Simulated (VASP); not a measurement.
# TiSe2 (P-3m1) in VASP: further runs, part 3 of 3

VASP 6.6.1. Earlier steps stand in the parts before.

## Step 4: Relaxation of cell and atoms, PBE+D3(BJ)

The COD entry that gives the cell may itself be a prediction, so a difference from it is no test against experiment.

This run uses another cell than the first one, of 21.67 Å³/atom, 1.016 times its volume.

The input, INCAR:

```
PREC = Accurate
ENCUT = 600
EDIFF = 1E-6
ISMEAR = 0
SIGMA = 0.05
LREAL = F
LASPH = T
NELM = 100
ALGO = Normal
ISIF = 3
LWAVE = F
LCHARG = F
GGA = PE
IVDW = 12
IBRION = 2
NSW = 80
EDIFFG = -0.01
```

The input, KPOINTS:

```
regular mesh
0
Gamma
  12 12 6
```

The input, POSCAR:

```
TiSe2
1.0
    3.5360000000      0.0000000000      0.0000000000
   -1.7680000000      3.0622658278      0.0000000000
    0.0000000000      0.0000000000      6.0040000000
Ti Se
1 2
Direct
    0.0000000000      0.0000000000      0.0000000000
    0.3333333333      0.6666666667      0.2552000000
    0.6666666667      0.3333333333      0.7448000000
```

Potentials or basis: VASP PAW PBE potentials, release 64 (Ti_sv, Se).

The run is started by

```sh
> cat potpaw_PBE.64/Ti_sv/POTCAR potpaw_PBE.64/Se/POTCAR > POTCAR
> mpirun -np 1 vasp_std > vasp.out
```

OUTCAR:

```text
PREC = Accurate
   ENCUT = 600
   EDIFF = 1E-6
   ISMEAR = 0
   LREAL = F
   LASPH = T
   NELM = 100
   ISIF = 3
   GGA = PE
   IVDW = 12
   IBRION = 2
   NSW = 80
   EDIFFG = -0.01
 IVDW          = 12

 ion  position               nearest neighbor table
   1  0.000  0.000  0.000-   2 2.55   3 2.55   3 2.55   2 2.55   3 2.55   2 2.55
   2  0.333  0.667  0.255-   1 2.55   1 2.55   1 2.55
   3  0.667  0.333  0.745-   1 2.55   1 2.55   1 2.55

  LATTYP: Found a hexagonal cell.
 ALAT       =     3.5360000000
 C/A-ratio  =     1.6979638009

  Lattice vectors:

 A1 = (   3.5360000000,   0.0000000000,   0.0000000000)
 A2 = (  -1.7680000000,   3.0622658278,   0.0000000000)
 A3 = (   0.0000000000,   0.0000000000,   6.0040000000)

Analysis of symmetry for initial positions (statically):
=====================================================================
 Subroutine PRICEL returns:
 Original cell was already a primitive cell.

 Routine SETGRP: Setting up the symmetry group for a
 hexagonal supercell.

 Subroutine GETGRP returns: Found 12 space group operations
 (whereof 12 operations were pure point group operations)
 out of a pool of 24 trial point group operations.

The static configuration has the point symmetry D_3d.

Analysis of symmetry for dynamics (positions and initial velocities):
=====================================================================
 Subroutine PRICEL returns:
 Original cell was already a primitive cell.

 Routine SETGRP: Setting up the symmetry group for a
 hexagonal supercell.

 Subroutine GETGRP returns: Found 12 space group operations
 (whereof 12 operations were pure point group operations)
 out of a pool of 24 trial point group operations.

The dynamic configuration has the point symmetry D_3d.

 Subroutine INISYM returns: Found 12 space group operations
 (whereof 12 operations are pure point group operations),
 and found     1 'primitive' translations

----------------------------------------------------------------------------------------

                                     Primitive cell

  volume of cell :      65.0123
[... 110 lines left out ...]
     AMIX     =   0.40;   BMIX     =  1.00
     AMIX_MAG =   1.60;   BMIX_MAG =  1.00
  volume/ion in A,a.u.               =      21.67       146.24
  Fermi-wavevector in a.u.,A,eV,Ry     =   1.174393  2.219280 18.765127  1.379198
  Thomas-Fermi vector in A             =   2.310790
   LORBIT       =      0    0 simple, 1 ext, 2 COOP (PROOUT), +10 PAW based schemes
   GGA     = PE    functional components
   LHFCALC =     F    Hartree Fock is set to
   AEXX    =    0.0000 exact exchange contribution
   IVDW    =    12    specifies the selected vdW correction
   LEPSILON=     F    determine dielectric tensor
   LRPA    =     F    only Hartree local field effects (RPA)
 conjugate gradient relaxation of ions
 non-spin polarized calculation
 Gauss-broadening in eV      SIGMA  =   0.05
  energy-cutoff  :      600.00
  volume of cell :       65.01
 maximum number of plane-waves:      2193
   NGX = 15   NGY = 15   NGZ = 23

--------------------------------------- Ionic step        1  -------------------------------------------

 number of electron      24.0000001 magnetization

 Free energy of the ion-electron system (eV)
  ---------------------------------------------------
  ext. energy  EPLUGINS =         0.00000000
  ---------------------------------------------------
  free energy    TOTEN  =       -18.17665130 eV

  energy without entropy =      -18.17593166  energy(sigma->0) =      -18.17629148

 E-fermi :   4.7959     XC(G=0):  -9.9970

 val. band max:        4.7449464726   @ k =   0.5000   0.0000   0.3333
 cond. band min:       4.8070207302   @ k =   0.0000   0.3333   0.3333
 fundamental gap:      0.0620742576
 Fermi energy:         4.7959190768

 k-point     1 :       0.0000    0.0000    0.0000
  band No.  band energies     occupation
      1     -52.8280      2.00000
      2     -29.0539      2.00000
      3     -29.0431      2.00000
      4     -29.0431      2.00000
      5      -9.1573      2.00000
      6      -7.7284      2.00000
[... 563 lines left out ...]
  FREE ENERGIE OF THE ION-ELECTRON SYSTEM (eV)
  ---------------------------------------------------
  free  energy   TOTEN  =       -19.4631927792 eV

  energy  without entropy=      -19.4623048401  energy(sigma->0) =      -19.46274881

[... ionic steps 4 to 7 ...]

--------------------------------------- Ionic step        8  -------------------------------------------

 number of electron      24.0000002 magnetization

------------------------ aborting loop because EDIFF is reached ----------------------------------------
[... 77 lines left out ...]
--------------------------------------- Ionic step       10  -------------------------------------------

 number of electron      24.0000002 magnetization

 Free energy of the ion-electron system (eV)
  ---------------------------------------------------
  ext. energy  EPLUGINS =         0.00000000
  ---------------------------------------------------
  free energy    TOTEN  =       -18.12499665 eV

  energy without entropy =      -18.12384254  energy(sigma->0) =      -18.12441959

 E-fermi :   5.3858     XC(G=0): -10.3024

 val. band max:        5.3795902338   @ k =   0.0000   0.4167   0.1667
 cond. band min:       5.3902079887   @ k =   0.0833   0.0000   0.0000
 fundamental gap:      0.0106177549
 Fermi energy:         5.3857912104

 k-point     1 :       0.0000    0.0000    0.0000
  band No.  band energies     occupation
      1     -52.1379      2.00000
      2     -28.3714      2.00000
      3     -28.3571      2.00000
      4     -28.3571      2.00000
      5      -8.8232      2.00000
      6      -7.2071      2.00000
[... 481 lines left out ...]
  FREE ENERGIE OF THE ION-ELECTRON SYSTEM (eV)
  ---------------------------------------------------
  free  energy   TOTEN  =       -19.4767905672 eV

  energy  without entropy=      -19.4756364576  energy(sigma->0) =      -19.47621351

 reached required accuracy - stopping structural energy minimisation
```

OSZICAR:

```text
N       E                     dE             d eps       ncg     rms          rms(c)
DAV:   1     0.211355645097E+03    0.21136E+03   -0.12638E+04  3200   0.163E+03
DAV:   2     0.162606030726E+01   -0.20973E+03   -0.20771E+03  3432   0.386E+02
DAV:   3    -0.205928609406E+02   -0.22219E+02   -0.21468E+02  5088   0.109E+02
[... 99 lines left out ...]
DAV:   1    -0.181251821748E+02   -0.25224E-03   -0.10156E-02  3328   0.125E+00    0.921E-02
DAV:   2    -0.181251011952E+02    0.80980E-04   -0.18518E-03  3432   0.307E-01    0.778E-02
DAV:   3    -0.181250248755E+02    0.76320E-04   -0.85881E-04  4144   0.210E-01    0.376E-02
DAV:   4    -0.181249971142E+02    0.27761E-04   -0.11930E-04  4176   0.776E-02    0.671E-03
DAV:   5    -0.181249966473E+02    0.46687E-06   -0.75382E-06  3312   0.233E-02
  10 F= -.19476791E+02 E0= -.19476214E+02  d E =-.356406E-04
```

CONTCAR:

```text
TiSe2
   1.00000000000000
     3.4830712871517719   -0.0000000000000000   -0.0000000000000000
    -1.7415356435758860    3.0164282178829929    0.0000000000000000
     0.0000000000000000    0.0000000000000000    5.8590001096340556
  Ti              Se
     1     2
Direct
     0.0000000000000000    1.0000000000000000    1.0000000000000000
     0.3333333332999970    0.6666666667000030    0.2651852314920410
     0.6666666667000030    0.3333333332999970    0.7348147685079590

  0.00000000E+00  0.00000000E+00  0.00000000E+00
  0.00000000E+00  0.00000000E+00  0.00000000E+00
  0.00000000E+00  0.00000000E+00  0.00000000E+00
```

Run time: 11 min. Hardware: 1 thread of AMD EPYC 7R13 (Zen 3), shared host; peak memory 0.28 GiB.

What came out:

```
Free energy                            : -19.4768 eV
Relaxed volume                         : 20.52 Å³/atom
Relaxed cell                           : a = 3.483 Å, b = 3.483 Å, c = 5.859 Å, α = 90.00°, β = 90.00°, γ = 120.00°
Space group after relaxing (to 0.05 Å) : P-3m1 (No. 164)
Energy gained by relaxing              : 7.6 meV/atom
Ionic steps                            : 10
Pressure after relaxing                : 0.0 GPa
Band gap on the k mesh                 : none (metal or under the smearing width)
Dispersion energy per atom             : -0.451 eV
```

The path:
| step | energy change (eV) | largest force (eV/Å) | pressure (GPa) | volume (Å³) |
| --- | --- | --- | --- | --- |
| 1 | 0.0000 | 0.0903 | -1.57 | 65.01 |
| 2 | -0.0085 | 0.3334 | 0.77 | 63.04 |
| 3 | -0.0091 | 0.2842 | 0.30 | 63.41 |
| 4 | -0.0153 | 0.1561 | 0.06 | 62.98 |
| 5 | -0.0171 | 0.0420 | -0.13 | 62.60 |
| 6 | -0.0193 | 0.0406 | -0.03 | 62.29 |
| 7 | -0.0224 | 0.0313 | 0.29 | 61.40 |
| 8 | -0.0217 | 0.0923 | -0.61 | 61.86 |
| 9 | -0.0226 | 0.0091 | -0.02 | 61.55 |
| 10 | -0.0227 | 0.0006 | 0.01 | 61.56 |

Final structure:
```
CELL_PARAMETERS angstrom
3.48307 0.00000 0.00000
-1.74154 3.01643 0.00000
0.00000 0.00000 5.85900
ATOMIC_POSITIONS crystal
Ti 0.00000 0.00000 0.00000
Se 0.33333 0.66667 0.26519
Se 0.66667 0.33333 0.73481
```

## Step 5: Single point, PBE+D3(BJ)

The input, INCAR:

```
  PREC = Accurate
  ENCUT = 520
  EDIFF = 1E-6
  ISMEAR = 0
  SIGMA = 0.05
  LREAL = False
  LASPH = True
  NELM = 80
  ALGO = Normal
  ISIF = 2
  LWAVE = False
  LCHARG = False
  GGA = PE
  IVDW = 12
  NBANDS = 19
```

The input, KPOINTS:

```
Automatic mesh
0
Gamma
  12 12 6
```

The input, POSCAR:

```
TiSe2
1.0
    3.5114702673      0.0000000000      0.0000000000
   -1.7557351337      3.0410224561      0.0000000000
    0.0000000000      0.0000000000      5.9937937798
Ti Se
1 2
Direct
    0.0000000000      0.0000000000      0.0000000000
    0.3333333333      0.6666666667      0.2582927423
    0.6666666667      0.3333333333      0.7417072577
```

The run is started by

```sh
> cat potpaw_PBE.64/Ti_sv/POTCAR potpaw_PBE.64/Se/POTCAR > POTCAR
> mpirun -np 1 vasp_std > vasp.out
```

Wall time 2.2 min (1 thread of AMD EPYC 7R13 (Zen 3), shared host); peak memory 0.24 GiB.

It converged, with:

```
Free energy                : -19.4656 eV
Pressure                   : -1.3 GPa
Largest force              : 0.015 eV/Å
Band gap on the k mesh     : none (metal or under the smearing width)
Dispersion energy per atom : -0.433 eV
```

Forces on the atoms (eV/Å):
```
Ti   0.000  0.000  0.000
Se   0.000  0.000  0.015
Se   0.000  0.000 -0.015
```

Levels at points of the mesh, in eV from the Fermi level:
```tsv
k point	band 10	band 11	band 12	band 13	band 14	band 15
(0.00, 0.00, 0.00)	0.19	0.49	0.49	0.55	0.55	0.61
(0.50, 0.00, 0.00)	-2.76	-2.25	-1.35	0.07	1.41	1.81
(0.00, 0.00, 0.50)	-2.18	0.31	0.31	0.47	0.47	1.23
(0.50, 0.00, 0.50)	-2.48	-1.20	-0.91	-0.20	1.40	1.78
```

## Step 6: Summary

```tsv
task	cell	cutoff (eV)	gap on the mesh (eV)	pressure (GPa)	largest force (eV/Å)
relaxation of shape and atoms at fixed volume	relaxed at fixed volume	600	none	-1.3	-
single point	P-3m1, 20.51 Å³/atom	520	none	0.1	0.02
relaxation of cell and atoms	relaxed	600	none	0.0	-
single point	P-3m1, 21.33 Å³/atom	520	none	-1.3	0.01
```

Alike in all rows: level PBE+D3(BJ); potentials or basis VASP PAW PBE potentials, release 64 (Ti_sv, Se); no spin polarisation; k mesh 12 × 12 × 6; smearing gaussian 0.05 eV.

Caveats: pairwise dispersion overbinds metals, which lowers pressure and volume (some runs).

Total energies depend on the potentials used, so only differences within one code and one set of settings carry meaning.
